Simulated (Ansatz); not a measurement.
**Pb in Ansatz: the effect of functional**

The system is Pb.

```
Pb
1.0
     0.00000    3.46178    3.46178
     3.46178    0.00000    3.46178
     3.46178    3.46178    0.00000
Pb
2
Direct
  0.25000 0.25000 0.25000
  0.00000 0.00000 0.00000
```

This isn't the form of Pb at room conditions, which is fcc.

The cell isn't the ideal one: volume scaled by 1.02.

Alike in all runs:

- Program: Ansatz 0.2.0
- Task: single point
- Potentials or basis: Ansatz PAW
- k mesh: 7 × 7 × 7
- Occupations: fermi-dirac, width 0.05 eV
- Spin: no spin polarisation

```csv
functional,cutoff,pressure (GPa)
LDA,420 eV (not typed: the program's choice for these potentials),?
PBEsol,420 eV (not typed: the program's choice for these potentials),-0.2
r2SCAN,500 eV (not typed: the program's choice for these potentials),0.4
```

Question: What does the run with functional LDA give?

Answer: Pressure -1.3 GPa.

Caveats: the PAW data sets come from PBE, with cores solved anew for the run's functional, which leaves a small shift of forces and pressure.
